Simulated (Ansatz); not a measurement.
Consider the ligand exchange at the Si–N bond: `NC(=O)N[SiH3]` + HCl → `[SiH3]Cl` + `NC(N)=O`.

Gas-phase electronic energies from Ansatz, PBE0-D4/def2-TZVP geometries. CCSD(T)/CBS adds triple-zeta CCSD(T) − MP2 to the extrapolated MP2 energy (def2 sets, frozen cores). This one scheme is used for every species. DFT in def2-TZVPP. B3LYP here is the variant with VWN-RPA as its local correlation; programs differ in this. One conformer a species, not always the lowest.

`NC(=O)N[SiH3]`:

```xyz
11

N     1.871    0.053    1.014
C     0.893    0.226    0.074
O     1.081    0.817   -0.975
N    -0.350   -0.268    0.369
Si   -1.603    0.025   -0.817
H     2.800    0.275    0.700
H     1.793   -0.684    1.692
H    -0.525   -0.670    1.274
H    -1.299   -0.643   -2.102
H    -1.854    1.470   -1.021
H    -2.807   -0.601   -0.207
```

HCl:

Z-matrix (Å, degrees):
```
Cl
H 1 1.279
```

`[SiH3]Cl`:

Cartesian coordinates in Å:
```
Si 0.084 0.071 -0.066
Cl -1.264 -1.068 0.984
H 0.264 -0.529 -1.407
H 1.368 0.079 0.672
H -0.452 1.446 -0.183
```

`NC(N)=O`:

```xyz
8

N    -0.351    1.038   -0.438
C     0.348    0.141    0.337
N     0.014   -1.175    0.112
O     1.184    0.480    1.145
H     0.031    1.969   -0.416
H    -0.685    0.735   -1.338
H     0.376   -1.804    0.809
H    -0.916   -1.384   -0.211
```

```csv
level,ΔE (kJ/mol),difference from CCSD(T)/CBS
r2SCAN-D4,-43.3,-5.0
B3LYP-D4,-40.2,-1.9
ωB97M-V,-41.2,-2.9
B2PLYP,-42.8,-4.5
PBE,-47.6,-9.3
B3LYP,-46.5,-8.2
HF/def2-TZVPP,-48.6,-10.3
MP2/def2-TZVPP,-37.8,0.5
SCS-MP2/def2-TZVPP,-38.1,0.2
CCSD/def2-TZVPP,-36.9,1.4
CCSD(T)/def2-TZVPP,-35.5,2.8
HF/def2-QZVPP,-47.9,-9.6
MP2/def2-QZVPP,-39.2,-0.9
SCS-MP2/def2-QZVPP,-39.7,-1.4
HF/CBS(def2),-47.8,-9.5
MP2/CBS(def2),-40.7,-2.4
CCSD(T)/CBS,-38.3,0
```

Largest T1 diagnostic among the species: 0.014.

The D4 term adds +6.3 kJ/mol with B3LYP and +3.6 kJ/mol with PBE0; it sums over pairs of atoms, weighted by their polarisabilities, and B3LYP, whose exchange is more repulsive, gets the larger term. In def2-TZVPP, CCSD(T) changes the Hartree–Fock value by +13.1 kJ/mol (the triples alone add +1.5 kJ/mol) and MP2 by +10.8 kJ/mol.

CCSD(T)/CBS has its own doubt, a few kJ/mol and more with outer-core shells, so smaller differences from it don't rank the levels.
